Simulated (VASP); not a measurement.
Wanted: the native input for a VASP 6.6.1 run.

```
Task                   : relaxation of cell and atoms
Functional             : PBEsol
Potentials or basis    : VASP PAW PBE potentials, release 64 (Si, W_sv)
Cutoff                 : 600 eV
k mesh                 : 16 × 16 × 16
Occupations            : methfessel-paxton, width 0.1 eV
Spin                   : no spin polarisation
Further INCAR settings : ALGO = Normal; EDIFF = 1e-07; IBRION = 2; EDIFFG = -0.005; NSW = 90; ISIF = 3
```

The structure of Si2W lies in POSCAR:

```
Si2W                                    
1.0
   -1.6019802465      1.6019802465      3.9105373517
    1.6019802465     -1.6019802465      3.9105373517
    1.6019802465      1.6019802465     -3.9105373517
  Si              W             
     2     1
Direct
     0.3344996566706695    0.3344996566706695    0.0000000000000000
     0.6655003433293306    0.6655003433293306    0.0000000000000000
     0.0000000000000000    0.0000000000000000    0.0000000000000000
```

The input as run:

INCAR

```
PREC     = Accurate       # precision mode
ENCUT    = 600            # plane-wave cutoff, eV
EDIFF    = 1E-7           # SCF threshold, eV
ISMEAR   = 1              # smearing method
SIGMA    = 0.1            # smearing width, eV
LREAL    = F              # projectors in reciprocal space
LASPH    = T              # aspherical terms in the spheres
NELM     = 80             # most SCF steps
ALGO     = Normal         # electronic algorithm
ISIF     = 3              # what is computed and relaxed
LWAVE    = F              # write WAVECAR
LCHARG   = F              # write CHGCAR
GGA      = PS             # functional
IBRION   = 2              # ionic algorithm
NSW      = 90             # ionic steps
EDIFFG   = -0.005         # ionic threshold
```

KPOINTS

```
regular mesh
0
Gamma
  16 16 16
```

Potentials or basis: VASP PAW PBE potentials, release 64 (Si, W_sv).

Launch:

```console
$ cat potpaw_PBE.64/Si/POTCAR potpaw_PBE.64/W_sv/POTCAR > POTCAR
$ mpirun -np 1 vasp_std > vasp.out
```

It gave:

```yaml
Energy_gained_by_relaxing: 0.0 meV/atom
Ionic_steps: 3
Pressure_after_relaxing: 0.0 GPa
Band_gap_on_the_k_mesh: none (metal or under the smearing width)
```

Caveat: the PAW data sets were made with another functional, which shifts forces and pressure a little.

It took 3 min on 1 thread of Intel(R) Xeon(R) 6975P-C (Granite Rapids), on a shared host, peak memory 0.41 GiB.
